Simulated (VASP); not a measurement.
A run of VASP 6.6.1:

Contents of INCAR:

```
SYSTEM = Bi
PREC = Accurate
ENCUT = 600
EDIFF = 1E-7
ISMEAR = -1
SIGMA = 0.05
LREAL = .FALSE.
LASPH = .TRUE.
NELM = 60
ALGO = Normal
ISIF = 3
LWAVE = .FALSE.
LCHARG = .FALSE.
GGA = CA
IBRION = 2
NSW = 40
EDIFFG = -0.005
```

The input KPOINTS:

```
regular mesh
0
G
  6 6 8
  0 0 0
```

The input POSCAR:

```
Bi
1.0
    3.4885980000     -3.1325780000      0.0000000000
    3.4885980000      3.1325780000      0.0000000000
   -1.2602350000      0.0000000000      3.1135500000
Bi
2
Direct
    0.7530610000      0.7530610000      0.8573820000
    0.2469390000      0.2469390000      0.1426180000
```

Potentials or basis: VASP PAW LDA potentials, release 64 (Bi_d).

Launch:

```bash
$ cat potpaw_LDA.64/Bi_d/POTCAR > POTCAR
$ mpirun -np 1 vasp_std > vasp.out
```

Hardware: 1 thread of Intel(R) Xeon(R) 6975P-C (Granite Rapids), with other jobs on the host.

Problem. Estimate the wall time of this run.

Solution. Run time: 13 min on 1 thread of Intel(R) Xeon(R) 6975P-C (Granite Rapids) (shared host), peak memory 0.26 GiB. Counts: scf iterations 170, k points 89, ion steps 27.
